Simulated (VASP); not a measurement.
C, 4 atoms in the cell. Symmetry: P6_3/mmc, No. 194, hexagonal system. Conventional cell: a = 2.461 Å, b = 2.461 Å, c = 7.379 Å, α = 90.00°, β = 90.00°, γ = 120.00°. Around C (site symmetry -6m2) lie 3 C at 1.42 Å. C (site symmetry -6m2) has 3 C at 1.42 Å as nearest neighbours. The cell was built by a generator and needn't be a form met in nature.

* Program: VASP 6.6.1
* Task: single point
* Functional: optB86b-vdW
* Potentials or basis: VASP PAW PBE potentials, release 64 (C)
* Cutoff: 520 eV
* k mesh: 16 × 16 × 4
* Occupations: fermi-dirac, width 0.05 eV
* Spin: no spin polarisation
* Further INCAR settings: ALGO = Fast; EDIFF = 1e-07

Potentials or basis: VASP PAW PBE potentials, release 64 (C).

The run is started by

```bash
$ cat potpaw_PBE.64/C/POTCAR > POTCAR
$ mpirun -np 1 vasp_std > vasp.out
```

Hardware: 1 thread of Intel(R) Xeon(R) Platinum 8488C (Sapphire Rapids), with other jobs on the host.

How long does it take, and how much memory?

It took 110 s on 1 thread of Intel(R) Xeon(R) Platinum 8488C (Sapphire Rapids) (shared host), peak memory 0.3 GiB. Counts: scf iterations 22, k points 90.
